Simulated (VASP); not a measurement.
Write an ASE script for VASP 6.6.1 that does the following.

```yaml
Task: band structure
Functional: optPBE-vdW
Potentials_or_basis: VASP PAW PBE potentials, release 64 (Ti_sv)
Cutoff: 520 eV
k_mesh: 10 × 10 × 6
Occupations: methfessel-paxton, width 0.1 eV
Spin: no spin polarisation
Further_INCAR_settings: ALGO = Normal; EDIFF = 1.00e-06; NBANDS = 19; ISYM = 0
```

The structure of Ti lies in Ti.cif:

```cif
data_Ti
_cell_length_a 2.95000000
_cell_length_b 2.95000000
_cell_length_c 4.68000000
_cell_angle_alpha 90.00000000
_cell_angle_beta 90.00000000
_cell_angle_gamma 120.00000000
_space_group_name_H-M_alt 'P6_3/mmc'
_space_group_name_Hall '-P 6c 2c'
_space_group_IT_number 194
loop_
_space_group_symop_operation_xyz
'x,y,z'
'-x,-y,-z'
'x-y,x,z+1/2'
'-x+y,-x,-z+1/2'
'-y,x-y,z'
'y,-x+y,-z'
'-x,-y,z+1/2'
'x,y,-z+1/2'
'-x+y,-x,z'
'x-y,x,-z'
'y,-x+y,z+1/2'
'-y,x-y,-z+1/2'
'-y,-x,-z+1/2'
'y,x,z+1/2'
'-x,-x+y,-z'
'x,x-y,z'
'-x+y,y,-z+1/2'
'x-y,-y,z+1/2'
'y,x,-z'
'-y,-x,z'
'x,x-y,-z+1/2'
'-x,-x+y,z+1/2'
'x-y,-y,-z'
'-x+y,y,z'
loop_
_atom_site_label
_atom_site_type_symbol
_atom_site_symmetry_multiplicity
_atom_site_Wyckoff_symbol
_atom_site_fract_x
_atom_site_fract_y
_atom_site_fract_z
_atom_site_occupancy
Ti1 Ti 2 c 0.6666666667 0.3333333333 0.7500000000 1
```

These files were run (other wordings do the same):

run.py

```python
from ase.calculators.vasp import Vasp
from ase.dft.bandgap import bandgap
from ase.io import read

atoms = read('Ti.cif', primitive_cell=True, subtrans_included=False)
calc = Vasp(
    directory='calc',
    xc='optpbe-vdw',
    pp='PBE',
    setups='recommended',
    prec='Accurate',
    encut=520,
    ediff=1e-06,
    ismear=1,
    sigma=0.1,
    lreal=False,
    lasph=True,
    nelm=100,
    algo='Normal',
    isif=2,
    lwave=False,
    lcharg=True,
    lmaxmix=4,
    kpts=[10, 10, 6],
    gamma=True,
    nbands=19,
)
atoms.calc = calc

print('energy (eV):', atoms.get_potential_energy())
print('free energy (eV):', atoms.get_potential_energy(force_consistent=True))
efermi = calc.get_fermi_level()
print('Fermi level (eV):', efermi)
path = atoms.cell.bandpath(npoints=40, eps=1e-4)
print('path:', path.path)
calc.set(kpts=path.kpts, reciprocal=True, icharg=11, isym=0, lcharg=False)
calc.calculate(atoms)
print('gap on the path (eV):', bandgap(calc, efermi=efermi)[0])
print('direct gap on the path (eV):', bandgap(calc, efermi=efermi, direct=True)[0])
```

Potentials or basis: VASP PAW PBE potentials, release 64 (Ti_sv).

The run is started by

```bash
$ python run.py
```

It gave:

| Quantity | Value |
| --- | --- |
| Band gap along the path | none (metal or under the smearing width) |

Caveat: the log is that of the step along the path at fixed density, whose energy, stress, charges and moments have no meaning.

It took 51 s on 1 thread of Intel(R) Xeon(R) 6975P-C (Granite Rapids), on a shared host, peak memory 0.31 GiB.
